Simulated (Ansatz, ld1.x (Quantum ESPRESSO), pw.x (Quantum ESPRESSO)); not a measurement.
Equation-of-state test of one TM potential (Si (Z = 14))

* Element: Si (Z = 14)
* Generator: ld1.x (Quantum ESPRESSO) 7.5
* Type: norm-conserving Troullier–Martins (Kleinman–Bylander form)
* Functional: LDA (PW92)
* Relativity: scalar-relativistic
* Frozen core: [Ne]
* Valence charge: 4
* Reference configuration: 3s2 3p2
* Partial waves: 3s (bound): rc 1.30 bohr; 3p (bound): rc 2.10 bohr; 3d channel at -0.05 Ry: rc 2.15 bohr
* Local potential: the d channel
* Core correction: Bessel-smoothed model core inside 0.95 bohr

Atomic tests: cutoffs needed: 40 Ry and 90 Ry (the cutoffs (Ry, on a coarse ladder) from which the occupation-weighted sum of valence levels, in a spherical-Bessel basis at the reference potential, stays within 10 and 1 mRy of its value at 400 Ry); ghost test: no extra level below or beside the all-electron valence levels (s, p, d, f tested) (spherical-Bessel basis up to 400 Ry, 20 bohr box); largest excitation error: +94 meV (all-electron minus pseudo) for 3s1 3p0, out of 7 test configurations.

Crystal test: fcc Si in pw.x 7.5, no spin, 15³ k-points, Fermi–Dirac smearing 0.01 Ry, cutoffs 110/440 Ry. The reference is all-electron LAPW (Ansatz 0.2.0) with the same functional, mesh and smearing; V0 and B0 come from Birch–Murnaghan fits to the pressures at five volumes. Errors are pseudo minus all-electron; Δ is the rms difference of the E(V) curves that follow from these fits, minima aligned, over ±6 % about the mean V0. Mesh and smearing are coarse, so the numbers serve the comparison and aren't converged zero-temperature values; the lattice is a test structure that the element need not adopt.

```
V (Å³/atom)  P all-electron (GPa)  P pseudo (GPa)
     13.158                  5.68            4.79
     13.504                  2.89            2.07
     13.850                  0.45           -0.31
     14.196                 -1.71           -2.41
     14.543                 -3.61           -4.26
```

All-electron: a0 = 3.818 Å (V0 = 13.92 Å³/atom), B0 = 90.0 GPa.

Pseudopotential: mean pressure error (GPa): -0.76; a0 (Å): 3.808; a0 error (%): -0.28; B0 error (%): +0.7; Δ (meV/atom): 2.3.

Task: At the middle volume, how do free energy and pressure move when the wave cutoff is lowered (ecutrho kept at four times it)?

Result:

| cutoff (Ry) | shift of F (meV/atom) | shift of P (GPa) |
| --- | --- | --- |
| 50 | +48.7 | -0.34 |
| 66 | +37.8 | -1.03 |
| 88 | +3.5 | -0.43 |

The 8 pw.x runs together took about 98 s on one core of a shared server CPU.
